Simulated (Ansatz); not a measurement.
# SnS2: elastic constants, part 2 of 2

How stiff is the crystal, and how unevenly? Runs: reference run (LAPW); ions clamped (LAPW). Companion runs by PAW are cited.

Ansatz 0.2.0; DFT PBEsol. The steps go on from the part before.

## (3) Ions clamped, LAPW

Contents of input.yaml:

```yaml
crystal:
  lattice:
    - [3.65108284703, 0.0, 0.0]
    - [-1.82554142352, 3.16193049685, 0.0]
    - [0.0, 0.0, 6.06152214681]
  atoms:
    - { symbol: Sn, position: [0.0, 0.0, 0.0] }
    - { symbol: S, position: [0.333333333333, 0.666666666667, 0.24315749138] }
    - { symbol: S, position: [0.666666666667, 0.333333333333, 0.75684250862] }
kpoints:
  mp_grid: { grid: [6, 6, 4] }
scf:
  occupations: { method: fixed }
hamiltonian:
  xc: pbesol
  pseudopotentials: { kind: all_electron, lapw: { basis_error: 0.0005 } }
elastic:
  mode: clamped_ion
  stencil: two_point
  amplitude: 0.008
```

Command:

```bash
$ ansatz run input.yaml --threads 2 --pin off --max-ram 5120MiB --backend cpu --events-out ev --progress --plain --runs-dir out
```

The log of the run, cut to the lines that bear on the results:

```text
LAPW: plane waves up to 8.475 Å⁻¹, error target 5.0e-4 eV per atom; small_component_spin mean_spin; S in spheres of 1.089 Å, 14 of its electrons in bands, Dirac shells []; Sn in spheres of 1.406 Å, 22 of its electrons in bands, Dirac shells [] (how accurate: [...]
Pseudopotentials: kind: all_electron
Pseudopotential: Sn, LAPW, valence charge 22, lapw/all_electron/scalar/gaussian/Sn, Koelling and Harmon's equation, gaussian nucleus
Pseudopotential: S, LAPW, valence charge 14, lapw/all_electron/scalar/gaussian/S, Koelling and Harmon's equation, gaussian nucleus
Functional definition: PBEsol
[...]
davidson cushion auto → on  (no smearing: the cushion is to keep the highest requested band from converging to the state above it; pin scf.eigensolver.cushion to override)
Crystal: 3 atoms, lattice volume = 69.977 Å³
[...]
  strain η (Voigt 11):  stress-route row diagonal C_11 = 142.59 GPa, energy-path curvature d²(F+E_count)/dδ²/Ω₀ = 142.55 GPa
         δ    σ_11 (GPa)             F (eV)   n_scf  n_hpsi   n_pw
    -8.000e-3      -1.2415     -189707.3220049      11   58512    756
     8.000e-3       1.0399     -189707.3225383      11   58373    756
  strain η (Voigt 33):  stress-route row diagonal C_33 = 113.88 GPa, energy-path curvature d²(F+E_count)/dδ²/Ω₀ = 113.88 GPa
         δ    σ_33 (GPa)             F (eV)   n_scf  n_hpsi   n_pw
    -8.000e-3      -0.8782     -189707.3228063      10   27897    756
     8.000e-3       0.9438     -189707.3225382      10   27917    756
  strain η (Voigt 23):  stress-route row diagonal C_44 = 43.00 GPa, energy-path curvature d²(F+E_count)/dδ²/Ω₀ = 43.01 GPa
         δ    σ_23 (GPa)             F (eV)   n_scf  n_hpsi   n_pw
    -8.000e-3      -0.3449     -189707.3236618      10   53884    756
     8.000e-3       0.3432     -189707.3236639      10   53894    756
```

It took 61 s on 2 threads of Arm Neoverse V2, shared host; peak memory 0.48 GiB.

C in GPa (Voigt order xx, yy, zz, yz, xz, xy):

```
142.6  50.5  50.9  -4.1   0.0   0.0
 50.5 142.6  50.9   4.1   0.0   0.0
 50.9  50.9 113.9   0.0   0.0   0.0
 -4.1   4.1   0.0  43.0   0.0   0.0
  0.0   0.0   0.0   0.0  43.0  -4.1
  0.0   0.0   0.0   0.0  -4.1  46.1
```

## (4) All runs together

PAW rows come from companion runs at the same settings.

```
               run    C11   C12   C13    C14    C33   C44     K     G      E  Poisson ratio
ions relaxed, LAPW  122.5  31.2   6.0   -0.2   11.5   5.3  24.6  17.3   42.0          0.216
ions clamped, LAPW  142.6  50.5  50.9   -4.1  113.9  43.0  77.8  42.5  107.9          0.269
 ions relaxed, PAW  122.5  31.2   6.0   -0.2   11.4   5.3  24.6  17.2   41.9          0.216
 ions clamped, PAW  142.7  50.6  51.0   -4.1  113.8  43.1  77.9  42.5  107.9          0.269
    at 10 GPa, PAW  184.3  72.1  72.0  -12.6  108.8  33.1  97.6  38.8  102.8          0.324
```

Constants and moduli in GPa; K, G and E are Hill averages.

## (5) Outcome

The summary covers parts 1 to 2.

| quantity | value |
| --- | --- |
| C11 (LAPW) | 122 GPa |
| C12 (LAPW) | 31 GPa |
| C13 (LAPW) | 6 GPa |
| C14 (LAPW) | 0 GPa |
| C33 (LAPW) | 11 GPa |
| C44 (LAPW) | 5 GPa |
| bulk, shear and Young's modulus | 25, 17, 42 GPa |
| Debye temperature from sound speeds | 174 K |
| universal anisotropy index | 11.54 |

What this shows: All eigenvalues are positive, so the crystal is mechanically stable; by LAPW K = 25 and G = 17 GPa, K/G = 1.43, on the brittle side of Pugh's rough line at 1.75, which was drawn for metals. Young's modulus runs from 11 to 113 GPa with direction. PAW's constants lie within 0.1 GPa of LAPW's. Letting the ions relax lowers C33 most, from 114 to 11 GPa. Cautions: no dispersion correction, so the spacing and stiffness between layers or molecules are poor.
